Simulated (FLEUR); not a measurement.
# Ge (Fd-3m) in FLEUR: a series of runs, part 2 of 2

FLEUR MaX-R8.1 (patched build s14). Earlier steps stand in the parts before.

**5. Equation of state, LDA exchange alone (X-alpha), 22.64 Å³/atom**

The input, inp.xml:

```xml
<?xml version="1.0" encoding="UTF-8" standalone="no"?>
<fleurInput fleurInputVersion="0.39">
   <comment>
      Ge                                                                                                  
   </comment>
   <calculationSetup>
      <cutoffs Kmax="3.85" Gmax="11.9" GmaxXC="11.9" numbands="0"/>
      <scfLoop itmax="60" minDistance="0.00001" maxIterBroyd="15" imix="Anderson" alpha="0.05" precondParam="0.0" spinf="2.0"/>
      <coreElectrons ctail="T" frcor="F" kcrel="0" coretail_lmax="0"/>
      <xcFunctional name="x-a" relativisticCorrections="F"/>
      <magnetism jspins="1"/>
      <soc l_soc="F" theta="0.0" phi="0.0" spav="F"/>
      <expertModes spex="0" secvar="F"/>
      <geometryOptimization l_f="F" forcealpha="1.0" forcemix="BFGS" epsdisp="0.00001" epsforce="0.00001"/>
      <ldaU l_linMix="F" mixParam="0.05" spinf="1.0"/>
   </calculationSetup>
   <cell>
      <bzIntegration valenceElectrons="44.0" mode="hist" fermiSmearingEnergy="0.00183747">
         <kPointListSelection listName="default-1"/>
         <!-- k-points included here -->
         <xi:include xmlns:xi="http://www.w3.org/2001/XInclude" href="kpts.xml"> </xi:include>
      </bzIntegration>
      <!-- symmetry operations included here -->
      <xi:include xmlns:xi="http://www.w3.org/2001/XInclude" href="sym.xml"> </xi:include>
      <bulkLattice scale="1.0000000000">
         <bravaisMatrix>
            <row-1>    0.0000000000000000     5.3458651311421859     5.3458651311421859</row-1>
            <row-2>    5.3458651311421859     0.0000000000000000     5.3458651311421859</row-2>
            <row-3>    5.3458651311421859     5.3458651311421859     0.0000000000000000</row-3>
         </bravaisMatrix>
      </bulkLattice>
   </cell>
   <atomSpecies>
      <species name="Germanium (Ge)" element="Ge" atomicNumber="32">
         <mtSphere radius="2.08" gridPoints="707" logIncrement="0.017"/>
         <atomicCutoffs lmax="9" lnonsphr="7"/>
         <electronConfig flipSpins="F">
            <coreConfig>(1s1/2) (2s1/2) (2p1/2) (2p3/2)</coreConfig>
            <valenceConfig>(3s1/2) (3p1/2) (3p3/2) (4s1/2) (3d3/2) (3d5/2) (4p1/2) (4p3/2)</valenceConfig>
            <stateOccupation state="(4p1/2)" spinUp="0.333333" spinDown="0.333333"/>
            <stateOccupation state="(4p3/2)" spinUp="0.666667" spinDown="0.666667"/>
         </electronConfig>
         <energyParameters s="4" p="4" d="3" f="4"/>
         <lo type="SCLO" l="0" n="3" eDeriv="0"/>
         <lo type="SCLO" l="1" n="3" eDeriv="0"/>
         <lo type="SCLO" l="1" n="3" eDeriv="1"/>
         <lo type="HELO" l="2" n="4" eDeriv="0"/>
         <lo type="HELO" l="2" n="4" eDeriv="1"/>
         <lo type="SCLO" l="3" n="4" eDeriv="2"/>
      </species>
   </atomSpecies>
   <atomGroups>
      <atomGroup species="Germanium (Ge)">
         <relPos label="                   1">-3.000/8.000 -3.000/8.000 -3.000/8.000</relPos>
         <relPos label="                   2">3.000/8.000 3.000/8.000 3.000/8.000</relPos>
         <force calculate="T" relaxXYZ="TTT"/>
      </atomGroup>
   </atomGroups>
   <output dos="F" band="F" slice="F">
      <checks vchk="F" cdinf="F"/>
      <bandDOS minEnergy="-.5*Htr" maxEnergy="0.5*Htr" sigma="0.015" storeEVData="T"/>
      <vacuumDOS vacdos="F" integ="F" star="F" nstars="0" locx1="0.0" locy1="0.0" locx2="0.0" locy2="0.0" nstm="0" tworkf="0.0"/>
      <unfoldingBand unfoldBand="F" supercellX="1" supercellY="1" supercellZ="1"/>
      <plotting iplot="0" polar="F">
         <plot TwoD="T" vec1="  1.0  0.0  0.0" vec2="  0.0  1.0  0.0" vec3="  0.0  0.0  1.0" zero="  0.0  0.0  0.0" file="plot"/>
      </plotting>
      <chargeDensitySlicing numkpt="0" minEigenval="0.0" maxEigenval="0.0" nnne="0" pallst="F"/>
      <specialOutput eonly="F"/>
      <magneticCircularDichroism mcd="F" energyLo="-10.0" energyUp="0.0"/>
   </output>
  <!-- We include the file relax.xml here to enable relaxations (see documentation) -->
  <xi:include xmlns:xi="http://www.w3.org/2001/XInclude" href="relax.xml"> <xi:fallback/> </xi:include>
</fleurInput>
```

Command:

```
$ inpgen -f crystal.txt -profile fastHighL
$ # inp.xml edited to the form shown
$ fleur
```

Wall time 9 s (1 thread of Intel Xeon 6975P-C (Granite Rapids), shared host); peak memory 0.09 GiB.

The run converged. Its results:

```yaml
Free_energy: -113923.0226 eV
Band_gap_on_the_k_mesh: none (metal or under the smearing width)
Valence_electrons_inside_the_program's_atomic_spheres: Ge 19.77 (radii Ge 2.08 bohr)
```

Caveat: the plane-wave cutoff is short for the semicore states, which can make moduli rough.

**6. Equation of state, LDA exchange alone (X-alpha), 23.54 Å³/atom (volume scaled by 1.04)**

inp.xml: that of step 5 with these lines changed.

```diff
@@ -24,3 +24,3 @@
       <xi:include xmlns:xi="http://www.w3.org/2001/XInclude" href="sym.xml"> </xi:include>
-      <bulkLattice scale="1.0000000000">
+      <bulkLattice scale="1.0131594038">
          <bravaisMatrix>
```

Potentials or basis: all-electron, FLAPW.

Command:

```
$ inpgen -f crystal.txt -profile fastHighL
$ # inp.xml edited to the form shown
$ fleur
```

It took 9.2 s on 1 thread of Intel Xeon 6975P-C (Granite Rapids), shared host; peak memory 0.09 GiB.

Results (log left out):

| Item | Value |
| --- | --- |
| Free energy | -113923.0421 eV |
| Band gap on the k mesh | none (metal or under the smearing width) |
| Valence electrons inside the program's atomic spheres | Ge 19.74 (radii Ge 2.08 bohr) |

Caveat: the plane-wave cutoff is short for the semicore states, which can make moduli rough.

**7. Equation of state, LDA exchange alone (X-alpha), 24.00 Å³/atom (volume scaled by 1.06)**

inp.xml: that of step 6 with these lines changed.

```diff
@@ -24,3 +24,3 @@
       <xi:include xmlns:xi="http://www.w3.org/2001/XInclude" href="sym.xml"> </xi:include>
-      <bulkLattice scale="1.0131594038">
+      <bulkLattice scale="1.0196128224">
          <bravaisMatrix>
```

Command:

```
$ inpgen -f crystal.txt -profile fastHighL
$ # inp.xml edited to the form shown
$ fleur
```

It took 8.8 s on 1 thread of Intel Xeon 6975P-C (Granite Rapids), shared host; peak memory 0.09 GiB.

Results (log left out):

- Free energy: -113923.0411 eV
- Band gap on the k mesh: none (metal or under the smearing width)
- Valence electrons inside the program's atomic spheres: Ge 19.73 (radii Ge 2.08 bohr)

Caveat: the plane-wave cutoff is short for the semicore states, which can make moduli rough.

**8. Equation of state, LDA exchange alone (X-alpha)**

This step only gathers the single runs of the series.

What came out:

* Equilibrium volume: 23.75 Å³/atom
* Bulk modulus: 52 GPa

Energy against volume, from the lowest point:
| volume (Å³/atom) | energy (meV/atom) |
| --- | --- |
| 21.281 | 54.67 |
| 21.733 | 34.41 |
| 22.639 | 9.72 |
| 23.545 | 0.00 |
| 23.997 | 0.46 |

Caveat: the plane-wave cutoff is short for the semicore states, which can make moduli rough.

**9. How close it comes**

Step 2. Against the measured gap of Ge, 0.666 eV (indirect; 293 K; “Electronic and optical properties of SixGe1-x-ySny alloys lattice-matched to Ge”, 2021, arxiv:2109.02782), the calculated 0.00 eV is off by -0.67 eV. 3 values of this kind are on record (0.666 to 0.807 eV); this one was drawn at random among those near their median. Spin-orbit coupling on Ge is left out. The value is that of LDA exchange alone (X-alpha), without temperature or zero-point motion.

Step 8. Against the measured bulk modulus of Ge, 75.8 GPa (quoted in “Sub-monolayer structures of Ag overlayers on Ge(111): experimental observations and first-principles study”, 2019, arxiv:1908.00180), the calculated 52 GPa is off by -30.8 %. So large a miss can be the level of theory's own, or it may mean another phase, state or a wrong row. The fit is for a static lattice scaled at fixed shape and fixed fractional positions. The cell as given is a measured one (22.64 Å³/atom); LDA exchange alone (X-alpha) puts the equilibrium volume +4.9 % from it, thermal expansion not counted.
